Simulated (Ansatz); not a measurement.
# Ga2O3 (R-3c): the host for defect calculations, part 2 of 3

Before any defect goes in: Ga2O3 (R-3c) at rest, and how it screens a charge.

Ansatz 0.2.0; plane-wave PAW DFT, PBEsol; relaxation of the host's cell and atoms; PAW set soft_1 (the session's first sound run).

So far. Step 3 (Dielectric tensors of the host): The principal values of the electronic dielectric tensor are 4.34, 4.48 and 4.48. The principal values of the static dielectric tensor are 13.08, 13.08 and 18.82.

**5. Self-consistent run**

This step: plane-wave PAW DFT, PBEsol; single point of the defect-free supercell, a test of its k-points; PAW set soft_1 (Ansatz 0.2.0).

System of this step: Ga2O3 (R-3c). The cell holds 80 atoms: 32 Ga and 48 O. Cell: a = 10.665 Å, b = 10.665 Å, c = 10.665 Å, α = 55.9°, β = 55.9°, γ = 55.9°.

The input, pristine.sampling/input.yaml:

```yaml
crystal:
  lattice:
    - [5.0010326721, 2.8873475928, 8.9658270437]
    - [-5.0010326721, 2.8873475928, 8.9658270437]
    - [0.0, -5.7746950856, 8.9658270759]
  atoms:
    - { symbol: Ga, position: [0.4278623356, 0.4278623356, 0.4278623356] }
    - { symbol: Ga, position: [0.3221376644, 0.3221376644, 0.3221376644] }
    - { symbol: Ga, position: [0.0721376644, 0.0721376644, 0.0721376644] }
    - { symbol: Ga, position: [0.1778623356, 0.1778623356, 0.1778623356] }
    - { symbol: O, position: [0.375, 0.2236078, 0.0263922] }
    - { symbol: O, position: [0.2236078, 0.0263922, 0.375] }
    - { symbol: O, position: [0.0263922, 0.375, 0.2236078] }
    - { symbol: O, position: [0.125, 0.2763922, 0.4736078] }
    - { symbol: O, position: [0.4736078, 0.125, 0.2763922] }
    - { symbol: O, position: [0.2763922, 0.4736078, 0.125] }
    - { symbol: Ga, position: [0.4278623356, 0.4278623356, 0.9278623356] }
    - { symbol: Ga, position: [0.3221376644, 0.3221376644, 0.8221376644] }
    - { symbol: Ga, position: [0.0721376644, 0.0721376644, 0.5721376644] }
    - { symbol: Ga, position: [0.1778623356, 0.1778623356, 0.6778623356] }
    - { symbol: O, position: [0.375, 0.2236078, 0.5263922] }
    - { symbol: O, position: [0.2236078, 0.0263922, 0.875] }
    - { symbol: O, position: [0.0263922, 0.375, 0.7236078] }
    - { symbol: O, position: [0.125, 0.2763922, 0.9736078] }
    - { symbol: O, position: [0.4736078, 0.125, 0.7763922] }
    - { symbol: O, position: [0.2763922, 0.4736078, 0.625] }
    - { symbol: Ga, position: [0.4278623356, 0.9278623356, 0.4278623356] }
    - { symbol: Ga, position: [0.3221376644, 0.8221376644, 0.3221376644] }
    - { symbol: Ga, position: [0.0721376644, 0.5721376644, 0.0721376644] }
    - { symbol: Ga, position: [0.1778623356, 0.6778623356, 0.1778623356] }
    - { symbol: O, position: [0.375, 0.7236078, 0.0263922] }
    - { symbol: O, position: [0.2236078, 0.5263922, 0.375] }
    - { symbol: O, position: [0.0263922, 0.875, 0.2236078] }
    - { symbol: O, position: [0.125, 0.7763922, 0.4736078] }
    - { symbol: O, position: [0.4736078, 0.625, 0.2763922] }
    - { symbol: O, position: [0.2763922, 0.9736078, 0.125] }
    - { symbol: Ga, position: [0.4278623356, 0.9278623356, 0.9278623356] }
    - { symbol: Ga, position: [0.3221376644, 0.8221376644, 0.8221376644] }
    - { symbol: Ga, position: [0.0721376644, 0.5721376644, 0.5721376644] }
    - { symbol: Ga, position: [0.1778623356, 0.6778623356, 0.6778623356] }
    - { symbol: O, position: [0.375, 0.7236078, 0.5263922] }
    - { symbol: O, position: [0.2236078, 0.5263922, 0.875] }
    - { symbol: O, position: [0.0263922, 0.875, 0.7236078] }
    - { symbol: O, position: [0.125, 0.7763922, 0.9736078] }
    - { symbol: O, position: [0.4736078, 0.625, 0.7763922] }
    - { symbol: O, position: [0.2763922, 0.9736078, 0.625] }
    - { symbol: Ga, position: [0.9278623356, 0.4278623356, 0.4278623356] }
    - { symbol: Ga, position: [0.8221376644, 0.3221376644, 0.3221376644] }
    - { symbol: Ga, position: [0.5721376644, 0.0721376644, 0.0721376644] }
    - { symbol: Ga, position: [0.6778623356, 0.1778623356, 0.1778623356] }
    - { symbol: O, position: [0.875, 0.2236078, 0.0263922] }
    - { symbol: O, position: [0.7236078, 0.0263922, 0.375] }
    - { symbol: O, position: [0.5263922, 0.375, 0.2236078] }
    - { symbol: O, position: [0.625, 0.2763922, 0.4736078] }
    - { symbol: O, position: [0.9736078, 0.125, 0.2763922] }
    - { symbol: O, position: [0.7763922, 0.4736078, 0.125] }
    - { symbol: Ga, position: [0.9278623356, 0.4278623356, 0.9278623356] }
    - { symbol: Ga, position: [0.8221376644, 0.3221376644, 0.8221376644] }
    - { symbol: Ga, position: [0.5721376644, 0.0721376644, 0.5721376644] }
    - { symbol: Ga, position: [0.6778623356, 0.1778623356, 0.6778623356] }
    - { symbol: O, position: [0.875, 0.2236078, 0.5263922] }
    - { symbol: O, position: [0.7236078, 0.0263922, 0.875] }
    - { symbol: O, position: [0.5263922, 0.375, 0.7236078] }
    - { symbol: O, position: [0.625, 0.2763922, 0.9736078] }
    - { symbol: O, position: [0.9736078, 0.125, 0.7763922] }
    - { symbol: O, position: [0.7763922, 0.4736078, 0.625] }
    - { symbol: Ga, position: [0.9278623356, 0.9278623356, 0.4278623356] }
    - { symbol: Ga, position: [0.8221376644, 0.8221376644, 0.3221376644] }
    - { symbol: Ga, position: [0.5721376644, 0.5721376644, 0.0721376644] }
    - { symbol: Ga, position: [0.6778623356, 0.6778623356, 0.1778623356] }
    - { symbol: O, position: [0.875, 0.7236078, 0.0263922] }
    - { symbol: O, position: [0.7236078, 0.5263922, 0.375] }
    - { symbol: O, position: [0.5263922, 0.875, 0.2236078] }
    - { symbol: O, position: [0.625, 0.7763922, 0.4736078] }
    - { symbol: O, position: [0.9736078, 0.625, 0.2763922] }
    - { symbol: O, position: [0.7763922, 0.9736078, 0.125] }
    - { symbol: Ga, position: [0.9278623356, 0.9278623356, 0.9278623356] }
    - { symbol: Ga, position: [0.8221376644, 0.8221376644, 0.8221376644] }
    - { symbol: Ga, position: [0.5721376644, 0.5721376644, 0.5721376644] }
    - { symbol: Ga, position: [0.6778623356, 0.6778623356, 0.6778623356] }
    - { symbol: O, position: [0.875, 0.7236078, 0.5263922] }
    - { symbol: O, position: [0.7236078, 0.5263922, 0.875] }
    - { symbol: O, position: [0.5263922, 0.875, 0.7236078] }
    - { symbol: O, position: [0.625, 0.7763922, 0.9736078] }
    - { symbol: O, position: [0.9736078, 0.625, 0.7763922] }
    - { symbol: O, position: [0.7763922, 0.9736078, 0.625] }
basis:
  ecutwfc: 420
  xc_grid: 2
hamiltonian:
  xc: pbesol
  pseudopotentials: { kind: paw, azcp: { folder: soft_1 }, xc_functional: pbe }
kpoints:
  mp_grid: { grid: [1, 1, 1], shift: [0.25, 0.25, 0.25] }
scf:
  occupations: { method: fermi_dirac, width: 0.01 }
  max_iter: 80
```

The run is started by

```
$ ansatz run input.yaml --threads 4 --pin off --max-ram 15073MiB --backend cpu --events-out ev --progress --plain --runs-dir out
```

Numbers of over 12 decimals in the logs are rounded to 6 here.

Log:

```text
[...]
Crystal: 80 atoms, lattice volume = 776.784 Å³
Basis set: ecut = 420 eV, 15215 PW (Γ), exchange–correlation on 144×144×144 points (8 copies of the dense FFT grid, shifted against one another)
Bands: 432, of which v1, the nominal top of the filled ones, is band 352 counted from 1 (351 counted from 0)
Symmetry: 96 space group operations
[...]
k-points: 1
[...]
SCF iter   1: F=—  HF=-146750.169513 eV  |F-HF|=—  |Δ(HF+E_count)|=         —  Δρ=1.20e-1  dr2=4.65e1  ethr=3.10e-3  ⟨swp⟩=5.0  Hψ=1435  notcnv=0  defer=4
[...]
SCF iter   9: F=-146733.716947 eV  HF=-146733.716947 eV  |F-HF|=2.01e-8  |Δ(HF+E_count)|=   1.71e-6  Δρ=2.58e-6  dr2=5.45e-8  ethr=1.10e-10  ⟨swp⟩=3.0  Hψ=998  notcnv=0
SCF 1 converged in 9 iterations: F = -146733.716947 eV  dr2 = 5.45e-8
[...]
SCF converged after 9 iterations
Free energy (F): -146733.716947 eV
[...]
Internal energy: -146733.716947 eV  (E = F + TS)
E sigma→0 (E₀):  -146733.716947 eV
Fermi energy:    10.443683 eV
[...]
```

Run time: 9.7 s. Hardware: 4 threads of Arm Neoverse V1, shared host; peak memory 1.9 GiB.

This step gave:

| Quantity | Value |
| --- | --- |
| energy over dense mesh | 0.007785 eV/atom |

**6. Defect free supercell relaxed from its symmetric sites**

This cell, the one that will hold the defects, is built from the relaxed host. Its coarser k-points can move the atoms a little, so it is relaxed from the symmetric sites, as the reference for the test of stability.

This step: plane-wave PAW DFT, PBEsol; relaxation of the defect-free supercell from its symmetric sites; PAW set soft_1 (Ansatz 0.2.0).

pristine.symmetric/input.yaml, as its differences from pristine.sampling/input.yaml of step 5:

```diff
@@ -97 +97,12 @@
   max_iter: 80
+output:
+  forces: true
+relax:
+  f_tol: 0.01
+  max_steps: 60
+  escape_saddle: false
+checkpoint:
+  write: "../pristine.symmetric.run"
+  compress: false
+  write_wavefunctions: false
+  write_every: 100000
```

Log:

```text
[...]
Crystal: 80 atoms, lattice volume = 776.784 Å³
Basis set: ecut = 420 eV, 15215 PW (Γ), exchange–correlation on 144×144×144 points (8 copies of the dense FFT grid, shifted against one another)
Bands: 432, of which v1, the nominal top of the filled ones, is band 352 counted from 1 (351 counted from 0)
Symmetry: 96 space group operations
[...]
k-points: 1
[...]
SCF iter   1: F=—  HF=-146750.169515 eV  |F-HF|=—  |Δ(HF+E_count)|=         —  Δρ=1.20e-1  dr2=4.65e1  ethr=3.10e-3  ⟨swp⟩=5.0  Hψ=1435  notcnv=0  defer=4
[...]
SCF iter   8: F=-146733.716947 eV  HF=-146733.716946 eV  |F-HF|=1.11e-6  |Δ(HF+E_count)|=   3.42e-5  Δρ=1.57e-5  dr2=2.24e-6  ethr=3.55e-10  ⟨swp⟩=3.0  Hψ=1656  notcnv=0
SCF 1 converged in 8 iterations: F = -146733.716947 eV  dr2 = 2.24e-6
[...]
relax step   1: F+E_penalty+E_count = -146733.71694662 eV  Δ(F+E_penalty+E_count) = +0.000e0 eV  max|allowed force component| = 2.931e-2 eV/Å  Δτ_max = 0.0000 Å  (8 SCF iters, dr2 threshold 2.50e-6 eV, accepted)
[...]
SCF iter   5: F=-146733.717992 eV  HF=-146733.717992 eV  |F-HF|=2.83e-8  |Δ(HF+E_count)|=   2.39e-7  Δρ=2.15e-6  dr2=2.34e-8  ethr=1.42e-11  ⟨swp⟩=3.0  Hψ=1696  notcnv=0
SCF 2 converged in 5 iterations: F = -146733.717992 eV  dr2 = 2.34e-8
relax step   2: F+E_penalty+E_count = -146733.71799213 eV  Δ(F+E_penalty+E_count) = -1.046e-3 eV  max|allowed force component| = 8.941e-3 eV/Å  Δτ_max = 0.0014 Å  (5 SCF iters, accepted)
SCF converged after 5 iterations
Free energy (F): -146733.717992 eV
[...]
Internal energy: -146733.717992 eV  (E = F + TS)
E sigma→0 (E₀):  -146733.717992 eV
Fermi energy:    10.443478 eV
[...]
--- Forces (eV/Å), atoms counted from 1 ---
  atom   1  Ga    -0.00000000     0.00000000     0.00894055
  atom   2  Ga    -0.00000000    -0.00000000    -0.00894055
  atom   3  Ga     0.00000000    -0.00000000    -0.00894055
  atom   4  Ga     0.00000000     0.00000000     0.00894055
  atom   5  O      0.00378298    -0.00655231     0.00000000
  atom   6  O     -0.00756596     0.00000000     0.00000000
  atom   7  O      0.00378298     0.00655231    -0.00000000
  atom   8  O     -0.00378298     0.00655231    -0.00000000
  atom   9  O     -0.00378298    -0.00655231     0.00000000
  atom  10  O      0.00756596    -0.00000000    -0.00000000
  atom  11  Ga    -0.00000000     0.00000000     0.00894055
  atom  12  Ga    -0.00000000    -0.00000000    -0.00894055
  atom  13  Ga     0.00000000    -0.00000000    -0.00894055
  atom  14  Ga     0.00000000     0.00000000     0.00894055
  atom  15  O      0.00378298    -0.00655231     0.00000000
  atom  16  O     -0.00756596     0.00000000     0.00000000
  atom  17  O      0.00378298     0.00655231    -0.00000000
  atom  18  O     -0.00378298     0.00655231    -0.00000000
  atom  19  O     -0.00378298    -0.00655231     0.00000000
  atom  20  O      0.00756596    -0.00000000    -0.00000000
  atom  21  Ga    -0.00000000     0.00000000     0.00894055
  atom  22  Ga    -0.00000000    -0.00000000    -0.00894055
  atom  23  Ga     0.00000000    -0.00000000    -0.00894055
  atom  24  Ga    -0.00000000     0.00000000     0.00894055
  atom  25  O      0.00378298    -0.00655231     0.00000000
  atom  26  O     -0.00756596     0.00000000    -0.00000000
  atom  27  O      0.00378298     0.00655231    -0.00000000
  atom  28  O     -0.00378298     0.00655231    -0.00000000
  atom  29  O     -0.00378298    -0.00655231     0.00000000
  atom  30  O      0.00756596    -0.00000000    -0.00000000
  atom  31  Ga    -0.00000000     0.00000000     0.00894055
  atom  32  Ga    -0.00000000    -0.00000000    -0.00894055
  atom  33  Ga     0.00000000    -0.00000000    -0.00894055
  atom  34  Ga     0.00000000     0.00000000     0.00894055
  atom  35  O      0.00378298    -0.00655231     0.00000000
  atom  36  O     -0.00756596     0.00000000     0.00000000
  atom  37  O      0.00378298     0.00655231    -0.00000000
  atom  38  O     -0.00378298     0.00655231    -0.00000000
  atom  39  O     -0.00378298    -0.00655231     0.00000000
  atom  40  O      0.00756596    -0.00000000    -0.00000000
[...]
atom  69  O     -0.00378298    -0.00655231     0.00000000
  atom  70  O      0.00756596    -0.00000000    -0.00000000
  atom  71  Ga    -0.00000000     0.00000000     0.00894055
  atom  72  Ga     0.00000000    -0.00000000    -0.00894055
  atom  73  Ga     0.00000000    -0.00000000    -0.00894055
  atom  74  Ga     0.00000000     0.00000000     0.00894055
  atom  75  O      0.00378298    -0.00655231     0.00000000
  atom  76  O     -0.00756596     0.00000000     0.00000000
  atom  77  O      0.00378298     0.00655231    -0.00000000
  atom  78  O     -0.00378298     0.00655231    -0.00000000
  atom  79  O     -0.00378298    -0.00655231     0.00000000
  atom  80  O      0.00756596    -0.00000000    -0.00000000
  max |Σ_I F_I| component: 8.67e-18 eV/Å
--- Relaxed structure (2 steps of the walk, 2 accepted, 0 SCFs on fresh bases) ---
  F+E_penalty+E_count = -146733.71799213 eV   max|allowed force component| = 8.941e-3 eV/Å
  atoms:
    - { symbol: Ga, position: [0.427827, 0.427827, 0.427827] }
    - { symbol: Ga, position: [0.322173, 0.322173, 0.322173] }
    - { symbol: Ga, position: [0.072173, 0.072173, 0.072173] }
    - { symbol: Ga, position: [0.177827, 0.177827, 0.177827] }
    - { symbol: O, position: [0.375, 0.223468, 0.026532] }
    - { symbol: O, position: [0.223468, 0.026532, 0.375000] }
    - { symbol: O, position: [0.026532, 0.375, 0.223468] }
    - { symbol: O, position: [0.125, 0.276532, 0.473468] }
    - { symbol: O, position: [0.473468, 0.125000, 0.276532] }
    - { symbol: O, position: [0.276532, 0.473468, 0.125000] }
    - { symbol: Ga, position: [0.427827, 0.427827, 0.927827] }
    - { symbol: Ga, position: [0.322173, 0.322173, 0.822173] }
    - { symbol: Ga, position: [0.072173, 0.072173, 0.572173] }
    - { symbol: Ga, position: [0.177827, 0.177827, 0.677827] }
    - { symbol: O, position: [0.375, 0.223468, 0.526532] }
    - { symbol: O, position: [0.223468, 0.026532, 0.875] }
    - { symbol: O, position: [0.026532, 0.375, 0.723468] }
    - { symbol: O, position: [0.125, 0.276532, 0.973468] }
    - { symbol: O, position: [0.473468, 0.125000, 0.776532] }
    - { symbol: O, position: [0.276532, 0.473468, 0.625] }
    - { symbol: Ga, position: [0.427827, 0.927827, 0.427827] }
    - { symbol: Ga, position: [0.322173, 0.822173, 0.322173] }
    - { symbol: Ga, position: [0.072173, 0.572173, 0.072173] }
    - { symbol: Ga, position: [0.177827, 0.677827, 0.177827] }
    - { symbol: O, position: [0.375, 0.723468, 0.026532] }
    - { symbol: O, position: [0.223468, 0.526532, 0.375] }
    - { symbol: O, position: [0.026532, 0.875000, 0.223468] }
    - { symbol: O, position: [0.125000, 0.776532, 0.473468] }
    - { symbol: O, position: [0.473468, 0.625, 0.276532] }
    - { symbol: O, position: [0.276532, 0.973468, 0.125000] }
    - { symbol: Ga, position: [0.427827, 0.927827, 0.927827] }
    - { symbol: Ga, position: [0.322173, 0.822173, 0.822173] }
    - { symbol: Ga, position: [0.072173, 0.572173, 0.572173] }
    - { symbol: Ga, position: [0.177827, 0.677827, 0.677827] }
    - { symbol: O, position: [0.375000, 0.723468, 0.526532] }
    - { symbol: O, position: [0.223468, 0.526532, 0.875000] }
    - { symbol: O, position: [0.026532, 0.875000, 0.723468] }
    - { symbol: O, position: [0.125000, 0.776532, 0.973468] }
    - { symbol: O, position: [0.473468, 0.625000, 0.776532] }
    - { symbol: O, position: [0.276532, 0.973468, 0.625000] }
    - { symbol: Ga, position: [0.927827, 0.427827, 0.427827] }
    - { symbol: Ga, position: [0.822173, 0.322173, 0.322173] }
    - { symbol: Ga, position: [0.572173, 0.072173, 0.072173] }
    - { symbol: Ga, position: [0.677827, 0.177827, 0.177827] }
    - { symbol: O, position: [0.875000, 0.223468, 0.026532] }
    - { symbol: O, position: [0.723468, 0.026532, 0.375] }
    - { symbol: O, position: [0.526532, 0.375, 0.223468] }
    - { symbol: O, position: [0.625, 0.276532, 0.473468] }
    - { symbol: O, position: [0.973468, 0.125000, 0.276532] }
    - { symbol: O, position: [0.776532, 0.473468, 0.125000] }
    - { symbol: Ga, position: [0.927827, 0.427827, 0.927827] }
    - { symbol: Ga, position: [0.822173, 0.322173, 0.822173] }
    - { symbol: Ga, position: [0.572173, 0.072173, 0.572173] }
    - { symbol: Ga, position: [0.677827, 0.177827, 0.677827] }
    - { symbol: O, position: [0.875, 0.223468, 0.526532] }
    - { symbol: O, position: [0.723468, 0.026532, 0.875000] }
    - { symbol: O, position: [0.526532, 0.375, 0.723468] }
    - { symbol: O, position: [0.625000, 0.276532, 0.973468] }
    - { symbol: O, position: [0.973468, 0.125, 0.776532] }
    - { symbol: O, position: [0.776532, 0.473468, 0.625000] }
    - { symbol: Ga, position: [0.927827, 0.927827, 0.427827] }
    - { symbol: Ga, position: [0.822173, 0.822173, 0.322173] }
    - { symbol: Ga, position: [0.572173, 0.572173, 0.072173] }
    - { symbol: Ga, position: [0.677827, 0.677827, 0.177827] }
    - { symbol: O, position: [0.875, 0.723468, 0.026532] }
    - { symbol: O, position: [0.723468, 0.526532, 0.375000] }
    - { symbol: O, position: [0.526532, 0.875000, 0.223468] }
    - { symbol: O, position: [0.625000, 0.776532, 0.473468] }
    - { symbol: O, position: [0.973468, 0.625000, 0.276532] }
    - { symbol: O, position: [0.776532, 0.973468, 0.125] }
    - { symbol: Ga, position: [0.927827, 0.927827, 0.927827] }
    - { symbol: Ga, position: [0.822173, 0.822173, 0.822173] }
    - { symbol: Ga, position: [0.572173, 0.572173, 0.572173] }
    - { symbol: Ga, position: [0.677827, 0.677827, 0.677827] }
    - { symbol: O, position: [0.875, 0.723468, 0.526532] }
    - { symbol: O, position: [0.723468, 0.526532, 0.875000] }
    - { symbol: O, position: [0.526532, 0.875000, 0.723468] }
    - { symbol: O, position: [0.625, 0.776532, 0.973468] }
    - { symbol: O, position: [0.973468, 0.625000, 0.776532] }
    - { symbol: O, position: [0.776532, 0.973468, 0.625] }
```

It took 19 s on 4 threads; peak memory 1.9 GiB; 69 s of CPU time.

Hardly anything moved in the relaxation; the energy changed by under 0.2 meV an atom.

(Continued in part 3 of 3.)

[Logs are printed without paths, hosts, clocks, repeated set-up lines and the standing remarks that a program may print on its own settings, such as how far it seeks lower states.]

[Hosts, paths, dates, database ids (printed as entryN), source tags and the programs' standing remarks are cut or masked in the printed files.]

[Runs of the host that timed out are not shown.]

[For some hosts the program warned that the k-mesh of the response run may be too coarse for force constants and the static dielectric constant; such warnings are not always shown.]
